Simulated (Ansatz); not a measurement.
input.yaml (Ansatz)

```yaml
crystal:
  lattice:
    - [2.5725744361, 0.0, 0.0]
    - [0.0, 2.5725744361, 0.0]
    - [0.0, 0.0, 2.5725744361]
  atoms:
    - { symbol: Ir, position: [0.0, 0.0, 0.0] }
hamiltonian:
  xc: hse06
  pseudopotentials:
    kind: paw
    azcp:
      Ir: "pseudopotentials/Ir.paw.azcp"
basis:
  ecutwfc: 420
  fft_grid_basis: typed
kpoints:
  mp_grid: { grid: [6, 6, 6], shift: [0, 0, 0] }
magnetization:
  spin_polarized: false
scf:
  occupations: { method: fermi_dirac, width: 0.1 }
```

and its output:

```
Engine: ansatz 0.2.0, aarch64-unknown-linux-gnu
Pseudopotentials: kind: paw
Pseudopotential: Ir, paw, valence charge 17, recommended cutoff 420 eV (normal) 
Functional definition: HSE06
  parameter a = 0.25
  parameter omega = 0.11/bohr
  exchange = pbe_x - a*pbe_x_sr(omega) + a*exact_x_sr(omega)
  correlation = pbe_c
Crystal: 1 atoms, lattice volume = 17.026 Å³
Basis set: ecut = 420 eV, 341 PW (Γ)
Bands: 13, of which v1, the nominal top of the filled ones, is band 9 counted from 1 (8 counted from 0)
Symmetry: 48 space group operations
Space group: Pm-3m (ITA 221), of the structure as read, at distance tolerance 2.6e-5 Å
k-points: 20 of 216
Non-local potential: Ir, projectors of the file, l = 0: 3, l = 1: 2, l = 2: 2, l = 3: 1
PAW form: soft (Blöchl's): semilocal exchange-correlation on the pseudo side does not see the compensation charge
PAW frozen core: Ir, regenerated for the run's functional, and the local potential with it (the file was generated under x = pbe(κ = 0.804, μ = 0.2195149727645171), c = pbe(β = 0.06672455060314922))
PAW one-centre angular grid: Ir, 590 points (default); XC on 64 Gauss nodes
Initial density: superposition of atomic densities (neutral atoms: chi_scale 0, normalization atom), corrected by the library's trained network
Initial wavefunctions: pseudopotential atomic-orbital guess
Functional: x = pbe(κ = 0.804, μ = 0.2195149727645171), c = pbe(β = 0.06672455060314922), warm-up for x = pbe(κ = 0.804, μ = 0.2195149727645171) + 0.25 (exact − pbe) at short range (hse, ω = 0.20786987370883472 Å⁻¹), c = pbe(β = 0.06672455060314922); HSE06 as pw.x's `hse` composes it (authors' and Libxc's form: `xc: wpbeh`)
SCF iter   1: F=—  HF=-11934.093451 eV  |F-HF|=—  |Δ(HF+E_count)|=         —  Δρ=6.79e-3  dr2=6.22e-3  ethr=1.77e-3  ⟨swp⟩=7.0  Hψ=1079  notcnv=0
SCF iter   2: F=—  HF=-11934.092353 eV  |F-HF|=—  |Δ(HF+E_count)|=   1.10e-3  Δρ=3.06e-3  dr2=1.16e-3  ethr=3.66e-5  ⟨swp⟩=2.8  Hψ=467  notcnv=0  defer=1
iter 3 solved again at ethr=1.78e-7 eV; its pass at ethr=6.80e-6 eV (dr2=3.02e-5 eV) is discarded
SCF iter   3: F=—  HF=-11934.092475 eV  |F-HF|=—  |Δ(HF+E_count)|=   1.22e-4  Δρ=5.61e-4  dr2=2.99e-5  ethr=1.78e-7  ⟨swp⟩=2.0  Hψ=974  notcnv=0
SCF iter   4: F=—  HF=-11934.092510 eV  |F-HF|=—  |Δ(HF+E_count)|=   3.49e-5  Δρ=5.74e-5  dr2=1.97e-7  ethr=1.76e-7  ⟨swp⟩=3.0  Hψ=463  notcnv=0
SCF iter   5: F=—  HF=-11934.092510 eV  |F-HF|=—  |Δ(HF+E_count)|=   4.13e-8  Δρ=1.11e-5  dr2=1.34e-8  ethr=1.16e-9  ⟨swp⟩=3.0  Hψ=484  notcnv=0
SCF iter   6: F=-11934.092510 eV  HF=-11934.092510 eV  |F-HF|=9.09e-12  |Δ(HF+E_count)|=  1.20e-10  Δρ=9.31e-7  dr2=6.44e-11  ethr=7.87e-11  ⟨swp⟩=3.0  Hψ=551  notcnv=0
SCF 1 converged in 6 iterations: F = -11934.092510 eV  dr2 = 6.44e-11
Initial density: handed on by an earlier stage of this run
Initial wavefunctions: those handed on with the density
Functional: x = pbe(κ = 0.804, μ = 0.2195149727645171) + 0.25 (exact − pbe) at short range (hse, ω = 0.20786987370883472 Å⁻¹), c = pbe(β = 0.06672455060314922); HSE06 as pw.x's `hse` composes it (authors' and Libxc's form: `xc: wpbeh`)
Exchange kernel: α = 0.2500, screened, ω = 0.2079 Å⁻¹, Wigner–Seitz truncation, v(0) = 1031.1879 eV·Å³, q-mesh 6×6×6, nearest image of the exchange supercell L = 15.44 Å, pair-density grid 12×12×12, without the augmentation charges, whose exchange is taken in its separable form by FFT convolution over the k-point mesh (sized by the pseudopotential files, 18×18×18 at the most), smooth part of the exact exchange by density-matrix convolution
Frozen-core exchange: fock
iter 1 solved again at ethr=1.88e-5 eV; its pass at ethr=1.00e-1 eV (dr2=3.19e-3 eV) is discarded
SCF iter   1: F=—  HF=-11935.423627 eV  |F-HF|=—  |Δ(HF+E_count)|=         —  Δρ=6.54e-3  dr2=3.54e-3  ethr=1.88e-5  ⟨swp⟩=3.5  Hψ=1121  notcnv=0
SCF iter   2: F=—  HF=-11935.422408 eV  |F-HF|=—  |Δ(HF+E_count)|=   1.22e-3  Δρ=2.74e-3  dr2=1.03e-3  ethr=1.88e-5  ⟨swp⟩=2.8  Hψ=461  notcnv=0
SCF iter   3: F=—  HF=-11935.425701 eV  |F-HF|=—  |Δ(HF+E_count)|=   3.29e-3  Δρ=2.01e-3  dr2=5.08e-4  ethr=2.13e-6  ⟨swp⟩=3.0  Hψ=522  notcnv=0
SCF iter   4: F=—  HF=-11935.425528 eV  |F-HF|=—  |Δ(HF+E_count)|=   1.72e-4  Δρ=1.91e-4  dr2=4.02e-5  ethr=2.13e-6  ⟨swp⟩=3.0  Hψ=500  notcnv=0
SCF iter   5: F=—  HF=-11935.425661 eV  |F-HF|=—  |Δ(HF+E_count)|=   1.32e-4  Δρ=4.33e-4  dr2=2.22e-5  ethr=9.89e-9  ⟨swp⟩=3.2  Hψ=744  notcnv=0
SCF iter   6: F=-11935.425671 eV  HF=-11935.425672 eV  |F-HF|=1.05e-6  |Δ(HF+E_count)|=   1.18e-5  Δρ=2.16e-4  dr2=3.37e-6  ethr=9.89e-9  ⟨swp⟩=3.0  Hψ=619  notcnv=0
SCF 2 stopped early in 6 iterations: F = -11935.425671 eV  dr2 = 3.37e-6
hybrid outer 1: dexx = +4.329e-3 eV, tail = 1.57e-5 eV
Exchange kernel: α = 0.2500, screened, ω = 0.2079 Å⁻¹, Wigner–Seitz truncation, v(0) = 1031.1879 eV·Å³, q-mesh 6×6×6, nearest image of the exchange supercell L = 15.44 Å, pair-density grid 12×12×12, without the augmentation charges, whose exchange is taken in its separable form by FFT convolution over the k-point mesh (sized by the pseudopotential files, 18×18×18 at the most), smooth part of the exact exchange by density-matrix convolution
Frozen-core exchange: fock
SCF iter   1: F=—  HF=-11935.425665 eV  |F-HF|=—  |Δ(HF+E_count)|=         —  Δρ=7.47e-5  dr2=3.77e-7  ethr=4.62e-7  ⟨swp⟩=3.3  Hψ=588  notcnv=0
SCF iter   2: F=—  HF=-11935.425666 eV  |F-HF|=—  |Δ(HF+E_count)|=   5.89e-7  Δρ=4.60e-5  dr2=1.29e-7  ethr=1.07e-9  ⟨swp⟩=3.0  Hψ=548  notcnv=0
SCF iter   3: F=-11935.425666 eV  HF=-11935.425666 eV  |F-HF|=1.24e-8  |Δ(HF+E_count)|=   1.75e-7  Δρ=2.07e-5  dr2=2.34e-8  ethr=3.89e-10  ⟨swp⟩=3.0  Hψ=510  notcnv=0
SCF 3 converged in 3 iterations: F = -11935.425666 eV  dr2 = 2.34e-8
hybrid outer 2: dexx = +1.478e-6 eV, tail = 5.94e-8 eV, Δε = 3.36e-3 eV (about 2.67e-4 eV left of the loop's levels)
hybrid SCF converged: 2 outer / 9 inner (+6 warm-up), last move |dexx| = 1.48e-6 eV, tail = 5.94e-8 eV
Stability not checked: this state was not tested for a lower state beside it, because the functional holds exact exchange (a hybrid, or Hartree-Fock), whose exchange loop this test does not read (fock_operator; see scf.lower_state_search)
Free energy (F): -11935.425666 eV
Frozen-core exchange: fock
Harris-Foulkes:  -11935.425666 eV  (|F-HF|=1.24e-8)
Internal energy: -11935.380333 eV  (E = F + TS)
E sigma→0 (E₀):  -11935.402999 eV
Entropy (-TS):   -0.045333 eV (-45.333 meV/atom)
Fermi energy:    19.788602 eV
--- Per-component energies (eV) ---
  E_band       = -199.686580
  E_kinetic    = 622.129736
  E_local      = -1361.000871  (includes V_loc(G=0)·N_el)
  E_nonlocal   = 75.627358
  E_hartree    = 516.141215
  E_xc         = -212.071875
  E_vxc        = -235.709497  (∫ρ·V_xc dr)
  E_exx        = -56.543403  (= α·E_x^exact, valence–valence)
  E_paw        = -9222.599941  (= ΣΔE_a)
  E_vpaw       = -219.925375  (= ΣTr[D̂ρ^β])
  E_aug_tail   = 0.000067  (compensation charges beyond the density's cutoff)
  E_ewald      = -2294.861973
  E_core_change = -2.200646  (= ΣΔE_core)
  E_smearing   = -0.045333  (= −TS)
  E_closure    = -0.000000  (closes the sum)
  Σ components = -11935.425666   (vs F -11935.425666, Δ=0.00e0)
--- Band table (eV; the first three rows and the last of 20) ---
  k-point 0: bands = ["-76.5133", "-31.6573", "-31.6573", "-31.6573", "9.9503", "13.0455", "13.0455", "21.3737", "21.3737", "21.3737", "36.3276"]
  k-point 1: bands = ["-76.4996", "-31.8770", "-31.6371", "-31.6371", "10.8151", "13.2352", "14.0177", "20.3497", "20.3497", "21.4603", "32.6219"]
  k-point 2: bands = ["-76.4721", "-32.3030", "-31.5979", "-31.5979", "12.3381", "13.6385", "16.8836", "18.6949", "18.6949", "21.6410", "28.3653"]
  k-point 19: bands = ["-76.3476", "-32.3047", "-32.3047", "-32.3047", "13.8687", "13.8687", "13.8687", "23.9577", "23.9577", "29.6946", "31.6327"]
  guard bands above this table: 2 of the run's 13 bands. The solve was not asked for them (output.publish_guard_bands: true or output.eigenvalues: true publishes all)
```

Command:

```sh
ansatz run input.yaml --threads 4 --pin off --max-ram 8192MiB --backend cpu --events-out ev --progress --plain --runs-dir out
```

On 4 threads of Arm Neoverse V1 (shared host) this took about 2.8 s of wall time and 6.8 s of CPU time, with 0.59 GiB at the peak.
